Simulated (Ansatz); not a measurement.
**Ba: computed properties**

Theory: DFT PBEsol, scalar-relativistic, plane waves, PAW in Ansatz.

Settings: cutoff 420 eV, Γ-centred mesh 12×12×12 on the computed 1-atom cell, Gaussian smearing of 0.10 eV; no spin polarisation.

The structure is relaxed at this level of theory with its symmetry kept.

```yaml
crystal:
  lattice:
    - [-2.43433, 2.43433, 2.43433]
    - [2.43433, -2.43433, 2.43433]
    - [2.43433, 2.43433, -2.43433]
  atoms:
    - { symbol: Ba, position: [0.00000, 0.00000, 0.00000] }
```

Question: Formation energy from the elements' standard states (uncorrected)?

Answer: -0.001 eV/atom.

Question: Density of states at the Fermi level?

Answer: 1.17 states/eV per cell.

Question: Bulk modulus?

Answer: 8.8 GPa.

Question: Its pressure derivative?

Answer: 3.5.

Question: Bader charges (e)?

Answer: Ba (1 in the cell) 0.00.

Spin-orbit coupling is left out, which matters for the bands of heavy elements.